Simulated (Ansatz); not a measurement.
## SiO$_{2}$ (P4_122) at 2 levels of theory

One geometry, relaxed with PBE; plane waves with PAW potentials in Ansatz, scalar-relativistic. No spin polarisation. Gaps are the least over mesh and band path; pressure is positive in compression.

```xyz
12
Lattice="6.0938 0.0000 0.0000 0.0000 6.0938 0.0000 0.0000 0.0000 4.7689" Properties=species:S:1:pos:R:3 pbc="T T T"
Si    2.1124    0.0000    3.5767
Si    3.9815    0.0000    1.1922
Si    0.0000    2.1124    0.0000
Si    0.0000    3.9815    2.3845
O     3.0469    0.6034    2.3845
O     3.0469    5.4904    0.0000
O     1.1959    1.1959    4.1728
O     1.1959    4.8979    2.9806
O     4.8979    1.1959    0.5961
O     4.8979    4.8979    1.7884
O     5.4904    3.0469    3.5767
O     0.6034    3.0469    1.1922
```

| level | cutoff (eV) | k mesh | gap (eV) | pressure (GPa) |
| --- | --- | --- | --- | --- |
| PBE | 420 | 4×4×6 | 5.53 | 0.0 |

Task: What comes out on the same cell with r2SCAN?

Result:
```
 level  cutoff (eV)  k mesh  gap (eV)  pressure (GPa)
r2SCAN          500   4×4×6      6.16            -4.6
```

The structure comes from a generated guess; another structure or a mixture of phases may lie lower.
